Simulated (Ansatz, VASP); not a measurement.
This is a calculation of PbSe (Clausthalite) for VASP 6.6.1. 

Contents of INCAR:

```
ALGO = Fast
EDIFF = 1E-7
EDIFFG = -0.005
ENCUT = 600
GGA = RE
IBRION = 2
ISIF = 3
ISMEAR = -1
IVDW = 13
LASPH = True
LCHARG = False
LREAL = False
LWAVE = False
NELM = 100
NSW = 60
PREC = Accurate
SIGMA = 0.05
```

Contents of KPOINTS:

```
k-points
0
Gamma
  8 8 8
```

File POSCAR:

```
PbSe
1.0
    0.0000000000      3.0606500000      3.0606500000
    3.0606500000      0.0000000000      3.0606500000
    3.0606500000      3.0606500000      0.0000000000
Pb Se
1 1
Direct
    0.0000000000      0.0000000000      0.0000000000
    0.5000000000      0.5000000000      0.5000000000
```

Potentials or basis: VASP PAW PBE potentials, release 64 (Pb_d, Se).

Run with:

```sh
$ cat potpaw_PBE.64/Pb_d/POTCAR potpaw_PBE.64/Se/POTCAR > POTCAR
$ mpirun -np 1 vasp_std > vasp.out
```

Q: Translate it to Ansatz 0.2.0. Potentials or basis there: all-electron LAPW, scalar-relativistic.

A: As run (cutoffs and basis follow the program's own potentials, and thresholds, step limits or extra output files can differ):

Contents of input.yaml:

```yaml
crystal:
  lattice:
    - [0.0, 3.06065, 3.06065]
    - [3.06065, 0.0, 3.06065]
    - [3.06065, 3.06065, 0.0]
  atoms:
    - { symbol: Pb, position: [0.0, 0.0, 0.0] }
    - { symbol: Se, position: [0.5, 0.5, 0.5] }
kpoints:
  mp_grid: { grid: [8, 8, 8] }
scf:
  occupations: { method: fermi_dirac, width: 0.05 }
hamiltonian:
  xc: revpbe
  dispersion: d4
  pseudopotentials: { kind: all_electron, lapw: { basis_error: 0.001 } }
output:
  forces: true
  stress: true
relax:
  f_tol: 0.02
  max_steps: 60
  cell: {}
```

Potentials or basis: all-electron LAPW, scalar-relativistic.

The run is started by

```bash
$ ansatz run input.yaml --threads 1 --pin off --max-ram 3072MiB --backend cpu --events-out ev --progress --plain --runs-dir out
```

Both were run:

|  | VASP | Ansatz |
| --- | --- | --- |
| Relaxed volume | 28.85 Å³/atom | 28.85 Å³/atom |
| Relaxed cell | a = 4.338 Å, b = 4.338 Å, c = 4.338 Å, α = 60.00°, β = 60.00°, γ = 60.00° | a = 4.337 Å, b = 4.337 Å, c = 4.337 Å, α = 60.00°, β = 60.00°, γ = 60.00° |
| Space group after relaxing | Fm-3m (No. 225) | Fm-3m (No. 225) |
| Pressure after relaxing | 0.0 GPa | 0.0 GPa |

VASP's potentials were made for PBE.

Where Ansatz's input types no cutoff or centring, it takes its own default and a Γ-centred mesh.

Pressure is positive in compression.
